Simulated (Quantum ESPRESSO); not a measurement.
Input of a Quantum ESPRESSO 7.5 run:

pw.in

```
&CONTROL
  calculation = 'vc-relax'
  prefix = 'pwscf'
  outdir = './tmp'
  pseudo_dir = './pseudo'
  tprnfor = .true.
  tstress = .true.
  disk_io = 'low'
  nstep = 40
  forc_conv_thr = 0.0004
  etot_conv_thr = 1d-05
/
&SYSTEM
  ibrav = 0
  nat = 8
  ntyp = 2
  ecutwfc = 86
  nbnd = 76
  occupations = 'smearing'
  smearing = 'fd'
  degauss = 0.00367493
  vdw_corr = 'grimme-d3'
  dftd3_version = 3
/
&ELECTRONS
  conv_thr = 1.6d-09
  electron_maxstep = 120
  mixing_beta = 0.5
/
&IONS
  ion_dynamics = 'bfgs'
/
&CELL
  cell_dynamics = 'bfgs'
  press = 0
  press_conv_thr = 0.3
/
ATOMIC_SPECIES
Sn   118.7100 Sn.upf
Se    78.9710 Se.upf
CELL_PARAMETERS angstrom
  11.4200000000    0.0000000000    0.0000000000
   0.0000000000    4.1900000000    0.0000000000
   0.0000000000    0.0000000000    4.4600000000
ATOMIC_POSITIONS angstrom
Sn    10.0153400000    3.1425000000    4.0541400000
Sn     7.1146600000    1.0475000000    1.8241400000
Sn     4.3053400000    3.1425000000    2.6358600000
Sn     1.4046600000    1.0475000000    0.4058600000
Se     7.3430600000    3.1425000000    4.3886400000
Se     9.7869400000    1.0475000000    2.1586400000
Se     1.6330600000    3.1425000000    2.3013600000
Se     4.0769400000    1.0475000000    0.0713600000
K_POINTS automatic
1 2 2 0 0 0
```

Potentials or basis: PseudoDojo 0.4.1 SR PBE standard.

Command:

```bash
$ OMP_NUM_THREADS=1 pw.x -in pw.in > pw.out
```

Q: Estimate the band gap on the k mesh.

A: 1.04 eV, indirect (least direct gap 1.37 eV).

Q: Estimate the relaxed cell.

A: a = 11.264 Å, b = 4.552 Å, c = 4.727 Å, α = 90.00°, β = 90.00°, γ = 90.00°.

Q: What does it give for the relaxed volume?

A: 30.29 Å³/atom.

Q: Predict the space group after relaxing (to 0.05 Å).

A: Pnma (No. 62).

Forces in eV/Å, atoms in the order of the input:
```
Sn  -0.007  0.000  0.002
Sn   0.007  0.000  0.002
Sn  -0.007  0.000 -0.002
Sn   0.007  0.000 -0.002
Se   0.003  0.000  0.001
Se  -0.003  0.000  0.001
Se   0.003  0.000 -0.001
Se  -0.003  0.000 -0.001
```

Caveat: the k mesh is coarse (spacing up to 0.75 Å⁻¹), so the values aren't converged; spin-orbit coupling is left out, which moves the levels of the heavy elements; an odd mesh through Γ misses points on the zone boundary, where band edges often lie. Zero-point motion and thermal expansion aren't in these numbers.
